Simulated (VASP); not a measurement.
# NaI (Fm-3m) in VASP: notebook, part 2 of 3

VASP 6.6.1. Earlier steps stand in the parts before.

## 4. Dielectric tensor, PBE

This run uses another cell than the first one, of 34.80 Å³/atom, 1.134 times its volume.

The input, INCAR:

```
ALGO     = Normal         # electronic algorithm
EDIFF    = 1E-8           # SCF threshold, eV
ENCUT    = 600            # plane-wave cutoff, eV
GGA      = PE             # functional
ISIF     = 2              # what is computed and relaxed
ISMEAR   = 0              # smearing method
LASPH    = T              # aspherical terms in the spheres
LCHARG   = F              # write CHGCAR
LEPSILON = T              # dielectric tensor by DFPT
LREAL    = F              # projectors in reciprocal space
LWAVE    = F              # write WAVECAR
NELM     = 80             # most SCF steps
PREC     = Accurate       # precision mode
SIGMA    = 0.03           # smearing width, eV
```

The input, KPOINTS:

```
k-points
0
Monkhorst-Pack
  12 12 12
```

The input, POSCAR:

```
NaI                                     
1.0
    0.0000000000      3.2648999195      3.2648999195
    3.2648999195     -0.0000000000      3.2648999195
    3.2648999195      3.2648999195      0.0000000000
  Na              I             
     1     1
Direct
     1.0000000000000000    0.0000000000000000    0.0000000000000000
     0.5000000000000000    0.5000000000000000    0.5000000000000000
```

Potentials or basis: VASP PAW PBE potentials, release 64 (Na_pv, I).

Run with:

```sh
cat potpaw_PBE.64/Na_pv/POTCAR potpaw_PBE.64/I/POTCAR > POTCAR
mpirun -np 1 vasp_std > vasp.out
```

OUTCAR:

```text
EDIFF = 1E-8
   ENCUT = 600
   GGA = PE
   ISIF = 2
   ISMEAR = 0
   LASPH = T
   LEPSILON = T
   LREAL = F
   NELM = 80
   PREC = Accurate

 ion  position               nearest neighbor table
   1  0.000  0.000  0.000-
   2  0.500  0.500  0.500-

  LATTYP: Found a face centered cubic cell.
 ALAT       =     6.5297998390

  Lattice vectors:

 A1 = (   0.0000000000,   3.2648999195,   3.2648999195)
 A2 = (   3.2648999195,   0.0000000000,   3.2648999195)
 A3 = (   3.2648999195,   3.2648999195,   0.0000000000)

Analysis of symmetry for initial positions (statically):
=====================================================================
 Subroutine PRICEL returns:
 Original cell was already a primitive cell.

 Routine SETGRP: Setting up the symmetry group for a
 face centered cubic supercell.

 Subroutine GETGRP returns: Found 48 space group operations
 (whereof 48 operations were pure point group operations)
 out of a pool of 48 trial point group operations.

The static configuration has the point symmetry O_h .

Analysis of symmetry for dynamics (positions and initial velocities):
=====================================================================
 Subroutine PRICEL returns:
 Original cell was already a primitive cell.

 Routine SETGRP: Setting up the symmetry group for a
 face centered cubic supercell.

 Subroutine GETGRP returns: Found 48 space group operations
 (whereof 48 operations were pure point group operations)
 out of a pool of 48 trial point group operations.

The dynamic configuration has the point symmetry O_h .

[... 513 lines left out ...]

  energy  without entropy=       -5.3875845960  energy(sigma->0) =       -5.38758460

 HEAD OF MICROSCOPIC STATIC DIELECTRIC TENSOR (INDEPENDENT PARTICLE, excluding Hartree and local field effects)
 ------------------------------------------------------
           3.677162    -0.000000     0.000000
           0.000000     3.677162     0.000000
           0.000000     0.000000     3.677162
 ------------------------------------------------------

 Free energy of the ion-electron system (eV)
  ---------------------------------------------------
  ---------------------------------------------------
  free energy    TOTEN  =        -0.52026884 eV

  energy without entropy =       -0.52026884

------------------------ aborting loop because EDIFF is reached ----------------------------------------

--------------------------------------- Ionic step        2  -------------------------------------------

------------------------ aborting loop because EDIFF is reached ----------------------------------------

--------------------------------------- Ionic step        3  -------------------------------------------

 Free energy of the ion-electron system (eV)
  ---------------------------------------------------
  ---------------------------------------------------
  free energy    TOTEN  =        -0.52026887 eV

  energy without entropy =       -0.52026887

------------------------ aborting loop because EDIFF is reached ----------------------------------------

 PIEZOELECTRIC TENSOR FIELD DIRECTION 3  (e Angst)
 -----------------------------------------------------------------------------
    -0.00062  0.00000 -0.00000           (  0.00001  0.00000  0.00000)
     0.00000 -0.00062  0.00000           (  0.00000  0.00001  0.00000)
     0.00000 -0.00000 -0.00053           (  0.00000  0.00000  0.00002)

 PIEZOELECTRIC TENSOR FIELD DIRECTION 3  (C/m^2)
 -----------------------------------------------------------------------------
    -0.00014  0.00000 -0.00000
     0.00000 -0.00014  0.00000
     0.00000 -0.00000 -0.00012

 MACROSCOPIC STATIC DIELECTRIC TENSOR (including local field effects in DFT)
 ------------------------------------------------------
           3.324870     0.000000     0.000000
           0.000000     3.324870     0.000000
           0.000000     0.000000     3.324870
 ------------------------------------------------------

 PIEZOELECTRIC TENSOR (including local field effects)  for field in x, y, z        (e  Angst)
          XX          YY          ZZ          XY          YZ          ZX
  --------------------------------------------------------------------------------
  x     0.00000     0.00000     0.00000     0.00000     0.00000     0.00000
  y     0.00000     0.00000     0.00000     0.00000     0.00000     0.00000
  z     0.00000     0.00000     0.00000     0.00000     0.00000     0.00000

 PIEZOELECTRIC TENSOR (including local field effects)  for field in x, y, z        (C/m^2)
          XX          YY          ZZ          XY          YZ          ZX
  --------------------------------------------------------------------------------
  x     0.00000     0.00000     0.00000     0.00000     0.00000     0.00000
  y     0.00000     0.00000     0.00000     0.00000     0.00000     0.00000
  z     0.00000     0.00000     0.00000     0.00000     0.00000     0.00000

 BORN EFFECTIVE CHARGES (including local field effects) (in |e|, cummulative output)
 ---------------------------------------------------------------------------------
 ion    1
    1     1.20791     0.00000     0.00000
    2     0.00000     1.20791     0.00000
    3     0.00000     0.00000     1.20791
 ion    2
    1    -1.20791     0.00000     0.00000
    2     0.00000    -1.20791     0.00000
    3     0.00000     0.00000    -1.20791
```

OSZICAR:

```text
N       E                     dE             d eps       ncg     rms          rms(c)
[... 13 lines left out ...]
RMM:   8    -0.520266780785E+00   -0.16840E-03   -0.36063E-06 21222   0.151E-02    0.993E-04
RMM:   9    -0.520285829831E+00   -0.19049E-04   -0.36040E-07 20914   0.500E-03    0.401E-04
RMM:  10    -0.520272956518E+00    0.12873E-04   -0.94833E-08 19621   0.232E-03    0.269E-04
RMM:  11    -0.520271284797E+00    0.16717E-05   -0.19211E-08 21047   0.115E-03    0.166E-04
RMM:  12    -0.520271361400E+00   -0.76603E-07    0.82940E-08 12891   0.455E-04    0.199E-04
RMM:  13    -0.520268882685E+00    0.24787E-05    0.11568E-08 14168   0.219E-04    0.130E-04
RMM:  14    -0.520268868231E+00    0.14454E-07    0.72311E-09  7623   0.112E-04    0.107E-04
RMM:  15    -0.520268868078E+00    0.15232E-09   -0.84169E-09  6363   0.645E-05    0.978E-05
```

Run time: 37 min. Hardware: 1 thread of AMD EPYC 9R45 (Zen 5), shared host; peak memory 1.1 GiB.

What came out:

```
Electronic dielectric tensor (diagonal) : 3.32
Born charges (mean of the diagonal)     : Na +1.21; I -1.21 e
```

Electronic dielectric tensor:
```
3.32 0.00 0.00
0.00 3.32 0.00
0.00 0.00 3.32
```

Born effective charge tensors (e):
atom 1, Na
```
1.21 0.00 0.00
0.00 1.21 0.00
0.00 0.00 1.21
```
atom 2, I
```
-1.21  0.00  0.00
 0.00 -1.21  0.00
 0.00  0.00 -1.21
```

Spin-orbit coupling is left out, which matters for the levels of I.

## 5. Elastic constants, PBE

This run uses another cell than the first one, of 34.79 Å³/atom, 1.133 times its volume.

The input, POSCAR:

```
NaI
1.0
    0.0000000000      3.2643894084      3.2643894084
    3.2643894084      0.0000000000      3.2643894084
    3.2643894084      3.2643894084      0.0000000000
  Na              I
     1     1
Direct
     0.0000000000000000    0.0000000000000000    0.0000000000000000
     0.5000000000000000    0.5000000000000000    0.5000000000000000
```

The input, INCAR.step1:

```
SYSTEM = NaI
PREC = Accurate ; ENCUT = 600
EDIFF = 1E-8 ; ISMEAR = 0
SIGMA = 0.03 ; LREAL = .False.
LASPH = .True. ; NELM = 80
ALGO = Fast ; ISIF = 3
LWAVE = .False. ; LCHARG = .False.
GGA = PE ; IBRION = 2
NSW = 40 ; EDIFFG = -0.002
```

The input, INCAR.step2:

```
SYSTEM = NaI
PREC = Accurate ; ENCUT = 600
EDIFF = 1E-8 ; ISMEAR = 0
SIGMA = 0.03 ; LREAL = .False.
LASPH = .True. ; NELM = 80
ALGO = Fast ; ISIF = 3
LWAVE = .False. ; LCHARG = .False.
GGA = PE ; IBRION = 6
NFREE = 2 ; POTIM = 0.015
NSW = 1
```

The input, KPOINTS:

```
Automatic mesh
0
Gamma
  8 8 8
  0 0 0
```

Potentials or basis: VASP PAW PBE potentials, release 64 (Na_pv, I).

Run with:

```sh
cat potpaw_PBE.64/Na_pv/POTCAR potpaw_PBE.64/I/POTCAR > POTCAR
cp INCAR.step1 INCAR
mpirun -np 1 vasp_std > vasp.out
cp CONTCAR POSCAR
cp INCAR.step2 INCAR
mpirun -np 1 vasp_std > vasp.out
```

OUTCAR:

```text
SYSTEM = NaI
   PREC = Accurate
   ENCUT = 600
   EDIFF = 1E-8
   ISMEAR = 0
   LREAL = .False.
   LASPH = .True.
   NELM = 80
   ISIF = 3
   GGA = PE
   IBRION = 6
   NFREE = 2
   POTIM = 0.015
   NSW = 1

 ion  position               nearest neighbor table
   1  0.000  0.000  0.000-
   2  0.500  0.500  0.500-

  LATTYP: Found a face centered cubic cell.
 ALAT       =     6.5298723617

  Lattice vectors:

 A1 = (   0.0000000000,   3.2649361809,   3.2649361809)
 A2 = (   3.2649361809,   0.0000000000,   3.2649361809)
 A3 = (   3.2649361809,   3.2649361809,   0.0000000000)

Analysis of symmetry for initial positions (statically):
=====================================================================
 Subroutine PRICEL returns:
 Original cell was already a primitive cell.

 Routine SETGRP: Setting up the symmetry group for a
 face centered cubic supercell.

 Subroutine GETGRP returns: Found 48 space group operations
 (whereof 48 operations were pure point group operations)
 out of a pool of 48 trial point group operations.

The static configuration has the point symmetry O_h .

Analysis of symmetry for dynamics (positions and initial velocities):
=====================================================================
[... 706 lines left out ...]
  Total        0.0044866      0.0028714      0.0028714      0.0000000      0.0000000      0.0000000
  in kB        0.1032690      0.0660928      0.0660928      0.0000000      0.0000000      0.0000000
  external PRESSURE =       0.0784849 kB  Pullay stress =       0.0000000 kB
[... 17 lines left out ...]
  FREE ENERGIE OF THE ION-ELECTRON SYSTEM (eV)
  ---------------------------------------------------
  free  energy   TOTEN  =        -5.3874981282 eV

  energy  without entropy=       -5.3874981282  energy(sigma->0) =       -5.38749813

 INTERNAL STRAIN TENSORS FROM STRAINED CELLS
 ============================================

 INTERNAL STRAIN TENSOR FOR ION    1 for displacements in x,y,z  (eV/Angst):
          X           Y           Z          XY          YZ          ZX
  --------------------------------------------------------------------------------
  x    -0.00000     0.00000     0.00000     0.00000     0.00000     0.00000
  y    -0.00000     0.00000    -0.00000    -0.00000    -0.00000     0.00000
  z     0.00000    -0.00000    -0.00000    -0.00000    -0.00000    -0.00000

 INTERNAL STRAIN TENSORS FROM DISPLACED ATOMS
 ============================================

 INTERNAL STRAIN TENSOR FOR ION    1 for displacements in x,y,z  (eV/Angst):
          X           Y           Z          XY          YZ          ZX
  --------------------------------------------------------------------------------
  x     0.00000     0.00000     0.00000     0.00000     0.00000     0.00000
  y     0.00000     0.00000     0.00000     0.00000     0.00000     0.00000
  z     0.00000     0.00000     0.00000     0.00000     0.00000     0.00000

 INTERNAL STRAIN TENSOR FOR ION    2 for displacements in x,y,z  (eV/Angst):
          X           Y           Z          XY          YZ          ZX
  --------------------------------------------------------------------------------
  x     0.00000     0.00000     0.00000     0.00000     0.00000     0.00000
  y     0.00000     0.00000     0.00000     0.00000     0.00000     0.00000
  z     0.00000     0.00000     0.00000     0.00000     0.00000     0.00000

 Eigenvectors and eigenvalues of the dynamical matrix
 ----------------------------------------------------

   1 f  =    3.092480 THz    19.430626 2PiTHz  103.154033 cm-1    12.789464 meV
             X         Y         Z           dx          dy          dz
      0.000000  0.000000  0.000000     0.000000    0.919658    0.000000
      3.264936  3.264936  3.264936     0.000000   -0.392720    0.000000
[... 21 lines left out ...]
   6 f/i=    0.003661 THz     0.023002 2PiTHz    0.122114 cm-1     0.015140 meV
             X         Y         Z           dx          dy          dz
      0.000000  0.000000  0.000000     0.000000   -0.392720    0.000000
      3.264936  3.264936  3.264936     0.000000   -0.919658    0.000000

--------------------------------------------------------------------------------------------------------

 ELASTIC MODULI CONTR FROM IONIC RELAXATION (kBar)
 Direction    XX          YY          ZZ          XY          YZ          ZX
 --------------------------------------------------------------------------------
 XX           0.0000      0.0000      0.0000      0.0000      0.0000      0.0000
 YY           0.0000      0.0000      0.0000      0.0000      0.0000      0.0000
 ZZ           0.0000      0.0000      0.0000      0.0000      0.0000      0.0000
 XY           0.0000      0.0000      0.0000      0.0000      0.0000      0.0000
 YZ           0.0000      0.0000      0.0000      0.0000      0.0000      0.0000
 ZX           0.0000      0.0000      0.0000      0.0000      0.0000      0.0000
 --------------------------------------------------------------------------------

 TOTAL ELASTIC MODULI (kBar)
 Direction    XX          YY          ZZ          XY          YZ          ZX
 --------------------------------------------------------------------------------
 XX         296.6381     78.9432     78.9432      0.0000     -0.0000      0.0000
 YY          78.9432    296.6381     78.9432     -0.0000      0.0000      0.0000
 ZZ          78.9432     78.9432    296.6381      0.0000     -0.0000      0.0000
 XY           0.0000     -0.0000      0.0000     69.8909      0.0000      0.0000
 YZ          -0.0000      0.0000     -0.0000      0.0000     69.8909      0.0000
 ZX           0.0000      0.0000      0.0000      0.0000      0.0000     69.8909
 --------------------------------------------------------------------------------
```

OUTCAR.step1:

```text
SYSTEM = NaI
   PREC = Accurate
   ENCUT = 600
   EDIFF = 1E-8
   ISMEAR = 0
   LREAL = .False.
   LASPH = .True.
[... 611 lines left out ...]
      3.26494      6.52987      3.26494        -0.000000     -0.000000     -0.000000
      3.26494      3.26494      3.26494         0.000000      0.000000      0.000000
 -----------------------------------------------------------------------------------
    total drift:                               -0.000000     -0.000000     -0.000000

  FREE ENERGIE OF THE ION-ELECTRON SYSTEM (eV)
  ---------------------------------------------------
  free  energy   TOTEN  =        -5.3875808886 eV

  energy  without entropy=       -5.3875808886  energy(sigma->0) =       -5.38758089

 reached required accuracy - stopping structural energy minimisation
```

OSZICAR.step1:

```text
N       E                     dE             d eps       ncg     rms          rms(c)
DAV:   1     0.821535723614E+02    0.82154E+02   -0.72694E+03   638   0.128E+03
DAV:   2     0.174193786008E+01   -0.80412E+02   -0.75402E+02   685   0.246E+02
DAV:   3    -0.524267513566E+01   -0.69846E+01   -0.69371E+01   776   0.731E+01
[... 21 lines left out ...]
RMM:   7    -0.538758121600E+01   -0.37002E-06   -0.46498E-06   828   0.145E-02    0.925E-03
RMM:   8    -0.538758120242E+01    0.13574E-07   -0.45608E-08   576   0.212E-03    0.896E-03
RMM:   9    -0.538758098413E+01    0.21829E-06   -0.12124E-07   556   0.262E-03    0.364E-03
RMM:  10    -0.538758088818E+01    0.95947E-07   -0.75256E-08   551   0.159E-03    0.340E-04
RMM:  11    -0.538758088865E+01   -0.46225E-09   -0.44810E-09   370   0.640E-04
   2 F= -.53875809E+01 E0= -.53875809E+01  d E =-.229100E-05
```

It took 11 min on 1 thread of Intel Xeon 6975P-C (Granite Rapids), shared host; peak memory 0.43 GiB.

Results:

| Quantity | Value |
| --- | --- |
| Relaxed volume | 34.80 Å³/atom |
| Relaxed cell | a = 4.617 Å, b = 4.617 Å, c = 4.617 Å, α = 60.00°, β = 60.00°, γ = 60.00° |
| Space group after relaxing (to 0.05 Å) | Fm-3m (No. 225) |
| Elastic constants C11, C12, C44 | 30, 8, 7 GPa |
| Voigt bulk modulus | 15 GPa |
| Highest phonon frequency at Γ, LO-TO splitting left out | 103 cm⁻¹ |

Final structure:
```
CELL_PARAMETERS angstrom
0.00000 3.26494 3.26494
3.26494 0.00000 3.26494
3.26494 3.26494 0.00000
ATOMIC_POSITIONS crystal
Na 0.00000 0.00000 0.00000
I 0.50000 0.50000 0.50000
```

Phonon frequencies in cm⁻¹ (negative: imaginary):
```csv
q point,frequencies
"(0.000, 0.000, 0.000)",0 0 0 103 103 103
```

Elastic tensor in Voigt notation (GPa, in the Cartesian axes of the cell as first typed):
```
30  8  8  0  0  0
 8 30  8  0  0  0
 8  8 30  0  0  0
 0  0  0  7  0  0
 0  0  0  0  7  0
 0  0  0  0  0  7
```

Clamped-ion elastic tensor (GPa):
```
30  8  8  0  0  0
 8 30  8  0  0  0
 8  8 30  0  0  0
 0  0  0  7  0  0
 0  0  0  0  7  0
 0  0  0  0  0  7
```

Spin-orbit coupling is left out, which matters for the levels of I.

[end of part 2 of 3]
